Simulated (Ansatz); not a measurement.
Se (trigonal (grey) selenium): energy against volume

Level of theory: Ansatz 0.2.0, DFT, LDA (PW92), plane waves (420 eV) with PAW, scalar-relativistic. (PAW data from PBE, frozen cores regenerated.)

The cell is scaled uniformly from the relaxed one, with fractional coordinates and shape fixed. Energies are extrapolated to zero smearing, pressures are those at the given smearing. Because the bonds are stretched with the cell, B₀ of this curve lies above the true bulk modulus of such a structure. Magnetic state: spin not included.

A Birch-Murnaghan fit gives V₀ = 23.09 Å³/atom, B₀ = 75 GPa, B₀′ = 4.4.

Task: What are the energy above the minimum and the pressure at 21.255 Å³/atom?

Result: 39.4 meV/atom and 7.42 GPa as computed.

Task: What are the energy above the minimum and the pressure at 24.028 Å³/atom?

Result: 8.2 meV/atom and -2.72 GPa as computed.

Task: What are the energy above the minimum and the pressure at 25.876 Å³/atom?

Result: 63.7 meV/atom and -6.61 GPa as computed.
